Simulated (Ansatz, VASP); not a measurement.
**GaP in VASP and in Ansatz**

```
Ga P
1.0
     2.74960    2.74960    0.00000
    -2.74960    2.74960    0.00000
     0.00000    2.74960    2.64648
Ga P
1 1
Cartesian
  0.0000 0.0000 0.0000
  1.3748 4.1244 1.3232
```

Change from the starting cell: film at in-plane strain +0.02.

Alike in both runs: task single point; functional LDA; k mesh 8 × 8 × 8; no spin polarisation.

|  | VASP | Ansatz |
| --- | --- | --- |
| version | VASP 6.6.1 | Ansatz 0.2.0 |
| potentials or method | VASP PAW LDA potentials, release 64 (Ga_d, P), cutoff 520 eV | all-electron LAPW, scalar-relativistic |
| occupations | gaussian, width 0.01 eV | fixed |

```csv
,VASP,Ansatz,Ansatz less VASP
gap on the k mesh at the Fermi level (eV),1.11,1.11,-0.002
pressure (GPa),-1.8,-1.8,-0.05
largest component of the traceless stress (GPa),1.85,1.86,+0.003
```

Ansatz ran all-electron here, so the differences hold the error of VASP's frozen core and of both bases.

A k mesh can miss the band edges.
